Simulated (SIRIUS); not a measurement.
Crystal: Zr.

```xyz
2
Lattice="3.2320 0.0000 0.0000 -1.6160 2.7990 0.0000 0.0000 0.0000 5.1470" Properties=species:S:1:pos:R:3 pbc="T T T"
Zr    1.6160    0.9330    3.8603
Zr    0.0000    1.8660    1.2868
```

Base run:

| Property | Result |
| --- | --- |
| Program | SIRIUS 7.12.0 |
| Functional | HTBS |
| Potentials or basis | PseudoDojo 0.4.1 PBE standard (scalar relativistic) |
| Cutoff | 915 eV |
| Density cutoff | 3659 eV |
| k mesh | 9 × 9 × 5 |
| Occupations | fermi-dirac, width 0.05 eV |
| Spin | no spin polarisation |

Its results: band gap on the k mesh none (metal or under the smearing width); pressure -2.6 GPa.

The run is repeated on the same cell with these changes: functional from HTBS to BLYP; libxc names from ["XC_GGA_X_HTBS", "XC_GGA_C_PBE"] to ["XC_GGA_X_B88", "XC_GGA_C_LYP"]. What comes out?

Band gap on the k mesh none (metal or under the smearing width); pressure 3.7 GPa.

Caveats: the potentials were made for another functional, which shifts forces and pressure.
